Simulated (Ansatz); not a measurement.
# Cd in Ansatz: the effect of functional

The system is Cd.

```
CELL_PARAMETERS angstrom
3.09307 0.00000 0.00000
-1.54653 2.67868 0.00000
0.00000 0.00000 10.43074
ATOMIC_POSITIONS crystal
Cd 0.66667 0.33333 0.75000
Cd 0.00000 0.00000 0.50000
Cd 0.33333 0.66667 0.25000
Cd 0.00000 0.00000 0.00000
```

Alike in all runs:

```yaml
Program: Ansatz 0.2.0
Task: projected density of states
Potentials_or_basis: Ansatz PAW
k_mesh: 6 × 6 × 2
Occupations: fermi-dirac, width 0.05 eV
Spin: no spin polarisation
```

```tsv
functional	cutoff	pressure (GPa)
LDA	420 eV (not typed: the program's choice for these potentials)	-3.9
PBEsol	420 eV (not typed: the program's choice for these potentials)	?
RPBE	420 eV (not typed: the program's choice for these potentials)	5.7
revPBE	420 eV (not typed: the program's choice for these potentials)	5.0
BLYP	420 eV (not typed: the program's choice for these potentials)	8.5
r2SCAN	500 eV (not typed: the program's choice for these potentials)	0.6
HSE06	420 eV (not typed: the program's choice for these potentials)	1.8
PBE0	420 eV (not typed: the program's choice for these potentials)	1.5
r2SCAN0	500 eV (not typed: the program's choice for these potentials)	0.2
```

What does the run with functional PBEsol give?

Pressure -1.3 GPa.

Caveats: all runs use coarse meshes; the PAW data sets come from PBE, with cores solved anew for the run's functional, which leaves a small shift of forces and pressure; the density of states is complete only up to the lowest level of the last band computed; the thresholds are loose for stress (some runs).

Runs at the PBE level aren't shown here.
